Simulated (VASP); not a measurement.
# HgSe: single point with PBE

The system is HgSe.

```xyz
2
Lattice="0.0000 3.0390 3.0390 3.0390 0.0000 3.0390 3.0390 3.0390 0.0000" Properties=species:S:1:pos:R:3 pbc="T T T"
Hg    0.0000    0.0000    0.0000
Se    4.5585    4.5585    4.5585
```

```yaml
Program: VASP 6.6.1
Task: single point
Functional: PBE
Potentials_or_basis: VASP PAW PBE potentials, release 64 (Hg_sv_GW, Se_GW)
Cutoff: 500 eV
k_mesh: 5 × 5 × 5
Occupations: gaussian, width 0.02 eV
Spin: no spin polarisation
Further_INCAR_settings: ALGO = Fast; EDIFF = 1e-06
```

```yaml
Pressure: 4.3 GPa
Band_gap_on_the_k_mesh: none (metal or under the smearing width)
```

Levels at points of the mesh, in eV from the Fermi level:
| k point | band 10 | band 11 | band 12 | band 13 | band 14 | band 15 | band 16 | band 17 |
| --- | --- | --- | --- | --- | --- | --- | --- | --- |
| (0.00, 0.00, 0.00) | -6.45 | -0.96 | -0.01 | -0.01 | -0.01 | 5.48 | 5.48 | 5.48 |

Run time: 13 s on 1 thread of Intel(R) Xeon(R) Platinum 8259CL CPU @ 2.50GHz (Skylake/Cascade Lake), on a shared host, peak memory 0.19 GiB.

Spin-orbit coupling is left out, which matters for the levels of Hg.
